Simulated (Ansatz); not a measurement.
TiO2:

```xyz
9
Lattice="2.9683 0.0000 0.0000 0.0002 4.7076 0.0000 1.4836 0.2424 7.0835" Properties=species:S:1:pos:R:3 pbc="T T T"
Ti    0.0111    0.0020    0.0050
Ti    1.4933    2.3377    2.2452
Ti    2.9797    2.6161    4.8486
O     1.4969    0.9041    0.9105
O     2.9795    1.5111    3.2009
O     1.4967    1.6498    5.7110
O     2.9804    3.3042    1.3825
O     1.4963    3.4427    3.8925
O     2.9811    4.0496    6.1826
```

The cell comes from a database or a generator and needn't be the stable form of this composition.

Base run:

- Program: Ansatz 0.2.0
- Functional: PBE
- Potentials or basis: Ansatz PAW
- Cutoff: 420 eV (not typed: the program's choice for these potentials)
- k mesh: 9 × 6 × 4
- Occupations: fermi-dirac, width 0.05 eV
- Spin: no spin polarisation
- Hubbard terms: Ti d U = 3 eV

Its results: band gap on the k mesh 2.62 eV, indirect (least direct gap 2.67 eV); pressure 6.2 GPa; largest force 0.147 eV/Å.

**Question.** The run is repeated on the same cell with these changes: cutoff from 420 eV (not typed: the program's choice for these potentials) to 350 eV; hubbard terms from Ti d U = 3 eV to none; hubbard projectors from ortho-atomic (the default) to none. What comes out?

**Answer.** Band gap on the k mesh 2.26 eV, indirect (least direct gap 2.32 eV); pressure 3.7 GPa; largest force 0.099 eV/Å.

Caveats: odd divisions of the mesh miss points on the zone boundary, where band edges often lie, so the gap on the mesh can be too wide (some runs); the pressure holds a Pulay correction of +8.4 GPa for the finite cutoff (some runs); the cutoff lies under the one recommended for these potentials (some runs).
